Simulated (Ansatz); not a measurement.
The system is TePb.

```
Pb Te
1.0
     0.00000    3.23100    3.23100
     3.23100    0.00000    3.23100
     3.23100    3.23100    0.00000
Pb Te
1 1
Direct
  0.00000 0.00000 0.00000
  0.50000 0.50000 0.50000
```

Program: Ansatz 0.2.0. Alike in all runs: task band structure; potentials or basis Ansatz PAW; no spin polarisation; cell as given; k mesh 4 × 4 × 4; smearing fermi-dirac 0.05 eV; the mesh is coarse, so values aren't converged.

Problem. Order these runs on this cell by their band gap on the k mesh, lowest first.
A. level HSEsol; cutoff (eV) 420
B. level r2SCANh; cutoff (eV) 500
C. level r2SCAN0; cutoff (eV) 500
D. level PBE0; cutoff (eV) 420

Solution. A (1.06 eV), B (1.37 eV), D (1.70 eV), C (1.91 eV).

Caveats: all runs use coarse meshes; spin-orbit coupling is left out, which as a rule narrows the gap of such compounds by several tenths of an eV.

